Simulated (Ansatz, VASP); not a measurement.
## RbBr in VASP and in Ansatz

```xyz
2
Lattice="0.0000 3.4608 3.4608 3.4608 0.0000 3.4608 3.4608 3.4608 0.0000" Properties=species:S:1:pos:R:3 pbc="T T T"
Rb    0.0000    0.0000    0.0000
Br    3.4608    3.4608    3.4608
```

The cell was built by a generator and needn't be a form met in nature.

Alike in both runs: task single point; functional r2SCAN; k mesh 6 × 6 × 6; no spin polarisation.

|  | VASP | Ansatz |
| --- | --- | --- |
| version | VASP 6.6.1 | Ansatz 0.2.0 |
| potentials or method | VASP PAW PBE potentials, release 64 (Rb_sv, Br) | plane waves, PAW |
| plane-wave cutoff (eV) | 520 | 500 |
| occupations | gaussian, width 0.01 eV | fixed |
| valence electrons in the cell | 16 | 16 |

```csv
,VASP,Ansatz,Ansatz less VASP
gap on the k mesh at the Fermi level (eV),4.89,4.89,0.000
pressure (GPa),0.0,0.0,-0.02
```

Caveats: the PAW data sets were made with another functional, which shifts forces and pressure a little (VASP). r2SCAN opens gaps a little over a GGA but as a rule still falls short of measured ones.
